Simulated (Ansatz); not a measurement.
# TaS2: the cost of one run

Computed with Ansatz 0.2.0 (DFT LDA, scalar-relativistic, unless a step's input says otherwise).

**1. Starting point**

The structure is trigonal, space group P-3m1 (No. 164). Conventional cell: a = 3.350 Å, b = 3.350 Å, c = 5.860 Å, α = 90.00°, β = 90.00°, γ = 120.00°. Ta (site symmetry -3m) has 6 S at 2.43 Å as nearest neighbours. S (site symmetry 3m) has 3 Ta at 2.43 Å as nearest neighbours.

As a file:

```cif
data_structure
_symmetry_space_group_name_H-M 'P-3m1'
_symmetry_Int_Tables_number 164
_cell_length_a 3.3500
_cell_length_b 3.3500
_cell_length_c 5.8600
_cell_angle_alpha 90.000
_cell_angle_beta 90.000
_cell_angle_gamma 120.000
_cell_volume 56.95
loop_
_atom_site_label
_atom_site_type_symbol
_atom_site_symmetry_multiplicity
_atom_site_Wyckoff_symbol
_atom_site_fract_x
_atom_site_fract_y
_atom_site_fract_z
_atom_site_occupancy
Ta1 Ta 1 a 0.00000 0.00000 0.00000 1
S1 S 2 d 0.33333 0.66667 0.25000 1
```

The file gives the conventional cell by its symmetry; the runs use the cell typed in the input.

Atoms are numbered in the order of the input: Ta1, S2, S3.

**2. After the deformation**

Space group P-3m1 before, P-3m1 after.

**3. LAPW, all electrons**

The input, input.yaml:

```yaml
crystal:
  lattice:
    - [3.249502057, 0.0, 0.0]
    - [-1.6247510285, 2.814151331, 0.0]
    - [0.0, 0.0, 5.86]
  atoms:
    - { symbol: Ta, position: [0.0, 0.0, 0.0] }
    - { symbol: S, position: [0.3333333333, 0.6666666667, 0.25] }
    - { symbol: S, position: [0.6666666667, 0.3333333333, 0.75] }
kpoints:
  mp_grid: { grid: [9, 9, 5] }
  band_path:
    path:
      - [0.0, 0.0, 0.0]
      - [0.5, 0.0, 0.0]
      - [0.3333333333, 0.3333333333, 0.0]
      - [0.0, 0.0, 0.0]
      - [0.0, 0.0, 0.5]
      - [0.5, 0.0, 0.5]
      - [0.3333333333, 0.3333333333, 0.5]
      - [0.0, 0.0, 0.5]
      - [0.5, 0.0, 0.5]
    npoints: 5
scf:
  occupations: { method: fermi_dirac, width: 0.03 }
hamiltonian:
  xc: lda
  pseudopotentials: { kind: all_electron, lapw: { basis_error: 0.001 } }
output:
  forces: true
  stress: true
  eigenvalues: true
```

The run is started by

```
$ ansatz run input.yaml --threads 1 --pin off --max-ram 6144MiB --backend cpu --events-out ev --progress --plain --runs-dir out
```

What time and memory should one allow on 1 thread of Arm Neoverse V2, shared host?

About 36 s, with a peak of 0.45 GiB.
